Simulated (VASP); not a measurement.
# CdS (Fm-3m) in VASP: notebook, part 3 of 3

VASP 6.6.1.

## 5. G0W0 quasiparticle levels, PBE

The input, POSCAR:

```
CdS
1.0
    0.0000000000      2.7532440000      2.7532440000
    2.7532440000      0.0000000000      2.7532440000
    2.7532440000      2.7532440000      0.0000000000
Cd S
1 1
Direct
    0.0000000000      0.0000000000      0.0000000000
    0.5000000000      0.5000000000      0.5000000000
```

The input, INCAR.step1:

```
SYSTEM = CdS
  PREC = Accurate
  ENCUT = 450
  EDIFF = 1E-8
  ISMEAR = 0
  SIGMA = 0.01
  LREAL = .FALSE.
  LASPH = .TRUE.
  NELM = 80
  ALGO = Fast
  LWAVE = .TRUE.
  LCHARG = .FALSE.
  GGA = PE
```

The input, INCAR.step2:

```
SYSTEM = CdS
  PREC = Accurate
  ENCUT = 450
  EDIFF = 1E-8
  ISMEAR = 0
  SIGMA = 0.01
  LREAL = .FALSE.
  LASPH = .TRUE.
  NELM = 1
  ALGO = Exact
  LWAVE = .TRUE.
  LCHARG = .FALSE.
  GGA = PE
  NBANDS = 59
  LOPTICS = .TRUE.
  ISTART = 1
```

The input, INCAR.step3:

```
SYSTEM = CdS
  PREC = Accurate
  ENCUT = 450
  EDIFF = 1E-8
  ISMEAR = 0
  SIGMA = 0.01
  LREAL = .FALSE.
  LASPH = .TRUE.
  ALGO = EVGW0
  LWAVE = .FALSE.
  LCHARG = .FALSE.
  GGA = PE
  NELMGW = 1
  NBANDS = 59
  ENCUTGW = 150
  NOMEGA = 48
  PRECFOCK = Fast
  ISTART = 1
  NBANDSGW = 17
```

The input, KPOINTS:

```
regular mesh
0
G
  4 4 4
  0 0 0
```

Potentials or basis: VASP PAW PBE potentials, release 64 (Cd_GW, S_GW).

Command:

```
$ cat potpaw_PBE.64/Cd_GW/POTCAR potpaw_PBE.64/S_GW/POTCAR > POTCAR
$ cp INCAR.step1 INCAR
$ mpirun -np 1 vasp_std > vasp.out
$ cp INCAR.step2 INCAR
$ mpirun -np 1 vasp_std > vasp.out
$ cp INCAR.step3 INCAR
$ mpirun -np 1 vasp_std > vasp.out
```

OUTCAR:

```text
SYSTEM = CdS
   PREC = Accurate
   ENCUT = 450
   EDIFF = 1E-8
   ISMEAR = 0
   LREAL = .FALSE.
   LASPH = .TRUE.
   GGA = PE
   NELMGW = 1
   ENCUTGW = 150
   PRECFOCK = Fast
   ISTART = 1

 Found      8 irreducible k-points:

 Following reciprocal coordinates:
            Coordinates               Weight
  0.000000  0.000000  0.000000      1.000000
  0.250000  0.000000  0.000000      8.000000
  0.500000  0.000000  0.000000      4.000000
  0.250000  0.250000  0.000000      6.000000
  0.500000  0.250000  0.000000     24.000000
 -0.250000  0.250000  0.000000     12.000000
   k-points           NKPTS =      8   k-points in BZ     NKDIM =     64   number of bands    NBANDS=     59
   number of dos      NEDOS =    301   number of ions     NIONS =      2
   total plane-waves  NPLWV =  21952
   dimension x,y,z NGX =    28 NGY =   28 NGZ =   28
   dimension x,y,z NGXF=    56 NGYF=   56 NGZF=   56
   ions per type =               1   1
   NGX,Y,Z   is equivalent  to a cutoff of  11.95, 11.95, 11.95 a.u.
   NGXF,Y,Z  is equivalent  to a cutoff of  23.91, 23.91, 23.91 a.u.
 SYSTEM =  CdS
   PREC   = accura    normal or accurate (medium, high low for compatibility)
   ISTART =      1    job   : 0-new  1-cont  2-samecut
   ICHARG =      0    charge: 1-file 2-atom 10-const
   ISPIN  =      1    spin polarized calculation?
   LNONCOLLINEAR =      F non collinear calculations
   LSORBIT =      F    spin-orbit coupling
   LASPH  =      T    aspherical Exc in radial PAW
   ENCUT  =  450.0 eV  33.07 Ry    5.75 a.u.   6.73  6.73  6.73*2*pi/ulx,y,z
   NELM   =     60;   NELMIN=  2; NELMDL=  0     # of ELM steps
   EDIFF  = 0.1E-07   stopping-criterion for ELM
   LREAL  =      F    real-space projection
   EDIFFG = 0.1E-06   stopping-criterion for IOM
   NSW    =      0    number of steps for IOM
   IBRION =     -1    ionic relax: 0-MD 1-quasi-New 2-CG
   NFREE  =      0    steps in history (QN), initial steepest desc. (CG)
   ISIF   =      0    stress and relaxation
   ISYM   =      3    0-nonsym 1-usesym 2-fastsym
   POTIM  = 0.5000    time-step for ionic-motion
   TEBEG  =    0.0;   TEEND  =   0.0 temperature during run
   PSTRESS=    0.0 pullay stress
   NELECT =      18.0000    total number of electrons
   NUPDOWN=      -1.0000    fix difference up-down
   EMIN   =  10.00;   EMAX   =-10.00  energy-range for DOS
   EFERMI =   0.00;   METHOD = LEGACY
   ISMEAR =     0;   SIGMA  =   0.01  broadening in eV -4-tet -1-fermi 0-gaus
   EFERMI_NEDOS =   21; number of points for ismear=-14 and -15
   IALGO  =     38    algorithm
   IMIX   =      4    mixing-type and parameters
     AMIX     =   0.40;   BMIX     =  1.00
     AMIX_MAG =   1.60;   BMIX_MAG =  1.00
  volume/ion in A,a.u.               =      20.87       140.84
  Fermi-wavevector in a.u.,A,eV,Ry     =   1.236833  2.337275 20.813583  1.529755
  Thomas-Fermi vector in A             =   2.371425
   LORBIT       =      0    0 simple, 1 ext, 2 COOP (PROOUT), +10 PAW based schemes
   GGA     = PE    functional components
   LHFCALC =     T    Hartree Fock is set to
   PRECFOCK=fast      Normal, Fast or Accurate (Low or Medium for compatibility)
   ENCUT4O =  -1.0   cutoff for four orbital integrals eV
   NKREDX  =     1    reduce k-point grid by
   NKREDY  =     1    reduce k-point grid by
   NKREDZ  =     1    reduce k-point grid by
   AEXX    =    1.0000 exact exchange contribution
   HFSCREEN=    0.0000 screening length (either q_TF or 0.3 A-1)
   HFSCREENC=   0.0000 screening length for correlation (either q_TF or 0.3 A-1)
   ENCUTFOCK=  -1.0 apply spherical cutoff to Coloumb kernel
   IVDW    =     0    specifies the selected vdW correction
   LEPSILON=     F    determine dielectric tensor
   LRPA    =     F    only Hartree local field effects (RPA)
   LRPAFORCE           =     F    calculate RPA forces
   ENCUTGW             = 150.0    cutoff for response function in eV
   ENCUTGWSOFT         = 120.0    soft cutoff for Coulomb kernel in GW response function in eV
   ENCUTLF             =  -1.0    cutoff for local field effects
   NELMGW              =     1    number of iterations in solving QP/BSE equation
   NELMHF              =     1    number of iterations in the inner HF iteration
   NKREDLFX            =     1    NKREDLFY  =   1   NKREDLFZ  =   1
 non-spin polarized calculation
 Gauss-broadening in eV      SIGMA  =   0.01
  energy-cutoff  :      450.00
  volume of cell :       41.74
 maximum number of plane-waves:       934
 NGX is ok and might be reduce to    28
  NGX = 16; NGY = 16; NGZ = 16
   NGX = 13   NGY = 13   NGZ = 13
 maximum number of plane-waves:       190

 QP shifts <psi_nk| G(iteration)W_0 |psi_nk>: iteration 1
 for sc-GW calculations column KS-energies equals QP-energies in previous step
 and V_xc(KS)=  KS-energies - (<T + V_ion + V_H > + <T+V_H+V_ion>^1  + <V_x>^1)

 k-point   1 :       0.0000    0.0000    0.0000
  band No.  KS-energies  QP-energies   sigma(KS)   V_xc(KS)     V^pw_x(r,r')   Z            occupation Imag(sigma)

      1      -8.3091      -8.5033     -12.9987     -12.6924     -20.6591       0.6341       2.0000       1.2733
      2      -3.2906      -4.7694     -17.4824     -15.3694     -23.1284       0.6999       2.0000       0.5681
      3      -3.2906      -4.7694     -17.4824     -15.3694     -23.1284       0.6999       2.0000       0.5681
      4      -3.2906      -4.7694     -17.4824     -15.3694     -23.1284       0.6999       2.0000       0.5681
      5      -3.2879      -4.7557     -17.5881     -15.5026     -23.3778       0.7039       2.0000       0.6266
      6      -3.2879      -4.7557     -17.5881     -15.5026     -23.3778       0.7039       2.0000       0.6266
[... 9 lines left out ...]
     16      15.6096      16.1081      -9.5099     -10.1737      -3.6851       0.7511       0.0000      -0.4443
     17      15.6096      16.1081      -9.5099     -10.1737      -3.6851       0.7511       0.0000      -0.4443

 k-point   2 :       0.2500    0.0000    0.0000
  band No.  KS-energies  QP-energies   sigma(KS)   V_xc(KS)     V^pw_x(r,r')   Z            occupation Imag(sigma)

      1      -7.8333      -8.0129     -13.2484     -12.9689     -20.7819       0.6428       2.0000       1.2142
      2      -3.4343      -4.8641     -17.3619     -15.3172     -23.1644       0.6993       2.0000       0.6234
      3      -3.4343      -4.8641     -17.3619     -15.3172     -23.1644       0.6993       2.0000       0.6234
      4      -3.3533      -4.8125     -17.2867     -15.2019     -22.9179       0.6999       2.0000       0.5747
      5      -3.1951      -4.6819     -17.6129     -15.4938     -23.2777       0.7016       2.0000       0.5751
      6      -3.1951      -4.6819     -17.6129     -15.4938     -23.2777       0.7016       2.0000       0.5751
[... 9 lines left out ...]
     16      15.0953      15.3648      -8.6866      -9.0371      -3.2577       0.7689       0.0000      -0.3399
     17      19.9333      20.2173      -8.5017      -8.8685      -2.7424       0.7743       0.0000      -0.5846

 k-point   3 :       0.5000    0.0000    0.0000
  band No.  KS-energies  QP-energies   sigma(KS)   V_xc(KS)     V^pw_x(r,r')   Z            occupation Imag(sigma)

      1      -7.2180      -7.3435     -13.6480     -13.4537     -21.0825       0.6458       2.0000       1.1312
      2      -3.5717      -4.9694     -17.1841     -15.1721     -23.0148       0.6946       2.0000       0.6305
      3      -3.5717      -4.9694     -17.1841     -15.1721     -23.0148       0.6946       2.0000       0.6305
      4      -3.5162      -4.9040     -16.6572     -14.6716     -22.2288       0.6989       2.0000       0.5964
      5      -3.0972      -4.5957     -17.7362     -15.6057     -23.3999       0.7034       2.0000       0.5736
      6      -3.0972      -4.5957     -17.7362     -15.6057     -23.3999       0.7034       2.0000       0.5736
[... 9 lines left out ...]
     16      17.0074      17.7428     -10.1461     -11.1252      -4.6426       0.7509       0.0000      -0.3957
     17      19.1066      19.7702      -9.8740     -10.7450      -3.9304       0.7620       0.0000      -0.6398

 k-point   4 :       0.2500    0.2500    0.0000
  band No.  KS-energies  QP-energies   sigma(KS)   V_xc(KS)     V^pw_x(r,r')   Z            occupation Imag(sigma)

      1      -7.7756      -7.9655     -13.3818     -13.0891     -20.9172       0.6492       2.0000       1.2049
      2      -3.4080      -4.7707     -17.0331     -15.0850     -22.8137       0.6995       2.0000       0.6393
      3      -3.3639      -4.8360     -17.3644     -15.2585     -23.0010       0.6990       2.0000       0.5687
      4      -3.2365      -4.7111     -17.6439     -15.5553     -23.4395       0.7060       2.0000       0.6266
      5      -3.1844      -4.6712     -17.5873     -15.4682     -23.2329       0.7016       2.0000       0.5693
      6      -3.1844      -4.6712     -17.5873     -15.4682     -23.2329       0.7016       2.0000       0.5693
[... 9 lines left out ...]
     16      18.7541      19.4498     -10.0398     -10.9476      -4.0020       0.7664       0.0000      -0.6953
     17      18.7541      19.4498     -10.0398     -10.9476      -4.0020       0.7664       0.0000      -0.6953

 k-point   5 :       0.5000    0.2500    0.0000
  band No.  KS-energies  QP-energies   sigma(KS)   V_xc(KS)     V^pw_x(r,r')   Z            occupation Imag(sigma)

      1      -7.3424      -7.5434     -13.8545     -13.5441     -21.3061       0.6475       2.0000       1.1203
      2      -3.3906      -4.8403     -17.1920     -15.1175     -22.8138       0.6988       2.0000       0.5760
      3      -3.3858      -4.8150     -17.4026     -15.3599     -23.2148       0.6997       2.0000       0.6259
      4      -3.2498      -4.6736     -17.2336     -15.2022     -22.8831       0.7009       2.0000       0.5908
      5      -3.0748      -4.5738     -17.7519     -15.6215     -23.4137       0.7036       2.0000       0.5717
      6      -2.9669      -4.3418     -17.4816     -15.5277     -23.2063       0.7037       2.0000       0.6082
[... 9 lines left out ...]
     16      18.9376      19.6504     -10.2657     -11.2125      -4.2899       0.7529       0.0000      -0.6314
     17      19.5453      19.9497      -9.0069      -9.5313      -3.1901       0.7712       0.0000      -0.6416

 k-point   6 :      -0.2500    0.2500    0.0000
  band No.  KS-energies  QP-energies   sigma(KS)   V_xc(KS)     V^pw_x(r,r')   Z            occupation Imag(sigma)

      1      -7.3926      -7.5639     -13.6571     -13.3931     -21.1174       0.6489       2.0000       1.1479
      2      -3.5137      -4.9120     -17.2598     -15.2489     -23.1100       0.6954       2.0000       0.6341
      3      -3.4586      -4.8431     -16.9291     -14.9425     -22.6066       0.6969       2.0000       0.6113
      4      -3.3097      -4.7754     -17.3337     -15.2409     -22.9647       0.7004       2.0000       0.5737
      5      -3.1526      -4.6460     -17.6531     -15.5252     -23.2988       0.7019       2.0000       0.5680
      6      -3.0254      -4.4826     -17.7019     -15.6342     -23.4131       0.7047       2.0000       0.5949
[... 9 lines left out ...]
     16      18.5061      18.9985      -9.3158      -9.9536      -3.3398       0.7719       0.0000      -0.6733
     17      19.5553      20.1748      -9.6753     -10.4846      -3.7591       0.7654       0.0000      -0.6808

 [... further k-points ...]
```

Wall time 53 s (1 thread of Intel Xeon 6975P-C (Granite Rapids), shared host); peak memory 0.33 GiB.

These settings aren't checked as converged: the numbers below hold their error.

What came out:

```yaml
Band_gap_on_the_k_mesh_mean-field_level: 0.21 eV, indirect (least direct gap 1.52 eV)
Quasiparticle_gap: 0.83 eV
Least_direct_quasiparticle_gap: 2.13 eV
```

Caveat: the k mesh is coarse (spacing up to 0.49 Å⁻¹), so the values aren't converged; bands, screening cutoff and mesh are small and nothing is extrapolated, so the quasiparticle values aren't converged.
